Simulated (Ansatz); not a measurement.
# Te2Mo: band structure with revPBE

**What was measured.**

From “Broadband infrared study of pressure-tunable Fano resonance and metallization transition in 2H-MoTe2”, 2022, pmc:9569381, for a bulk crystal of Te2Mo at 300 K: band gap 0.88 ± 0.05 eV (indirect).

The system is Te2Mo.

```
CELL_PARAMETERS angstrom
3.51820 0.00000 0.00000
-1.75910 3.04685 0.00000
0.00000 0.00000 13.97360
ATOMIC_POSITIONS crystal
Te 0.66667 0.33333 0.37900
Te 0.33333 0.66667 0.87900
Te 0.66667 0.33333 0.12100
Te 0.33333 0.66667 0.62100
Mo 0.66667 0.33333 0.75000
Mo 0.33333 0.66667 0.25000
```

- Program: Ansatz 0.2.0
- Task: band structure
- Functional: revPBE
- Potentials or basis: Ansatz PAW
- Cutoff: 420 eV (not typed: the program's choice for these potentials)
- k mesh: 9 × 9 × 2
- Occupations: fermi-dirac, width 0.05 eV
- Spin: no spin polarisation
- Path: [["G", "M", "K", "G", "A", "L", "H", "A"], ["L", "M"], ["K", "H"]]
- Points for each segment of the path: 14

```yaml
Pressure: 4.3 GPa
Largest_force: 0.234 eV/Å
Band_gap_on_the_k_mesh: 0.80 eV, indirect (least direct gap 1.04 eV)
Band_gap_along_the_path: 0.73 eV, indirect (least direct gap 1.04 eV)
```

Forces in eV/Å, atoms in the order of the input:
```
Te   0.000  0.000  0.234
Te   0.000  0.000  0.234
Te   0.000  0.000 -0.234
Te   0.000  0.000 -0.234
Mo   0.000  0.000  0.000
Mo   0.000  0.000  0.000
```

Stress tensor (GPa, compression positive):
```
4.06 0.00 0.00
0.00 4.06 0.00
0.00 0.00 4.88
```

Levels at the corners of the path, in eV from the valence-band top:
```tsv
point	band 44	band 45	band 46	band 47	band 48	band 49
Γ	-1.01	-0.33	0.00	2.91	2.91	3.04
M	-0.95	-0.60	-0.31	1.27	1.33	1.47
K	-1.84	-0.30	-0.06	0.98	0.98	1.18
Γ	-1.01	-0.33	0.00	2.91	2.91	3.04
A	-1.03	-0.08	-0.08	2.94	2.94	2.94
L	-0.96	-0.46	-0.46	1.30	1.30	1.65
H	-2.00	-0.20	-0.20	0.99	0.99	1.64
A	-1.03	-0.08	-0.08	2.94	2.94	2.94
L	-0.96	-0.46	-0.46	1.30	1.30	1.65
M	-0.95	-0.60	-0.31	1.27	1.33	1.47
K	-1.84	-0.30	-0.06	0.98	0.98	1.18
H	-2.00	-0.20	-0.20	0.99	0.99	1.64
```

It took 20 s on 2 threads of Arm Neoverse V2 (shared host), peak memory 0.77 GiB.

Against the measured gap of Te2Mo, 0.88 eV (indirect; 300 K; quoted in “Broadband infrared study of pressure-tunable Fano resonance and metallization transition in 2H-MoTe2”, 2022, pmc:9569381), the calculated 0.73 eV is off by -0.15 eV. Spin-orbit coupling on Mo, Te is left out. The value is that of revPBE, without temperature or zero-point motion. Semilocal functionals fall short of measured gaps as a rule.

Caveat: the k mesh misses the band edges, so the gap on the mesh is wider than the one along the path; spin-orbit coupling is left out, which moves the levels of the heavy elements; this functional lacks dispersion, which binds the layers, so the pressure and a relaxed spacing across them are unreliable; the PAW data sets come from PBE, with cores solved anew for the run's functional, which leaves a small shift of forces and pressure.
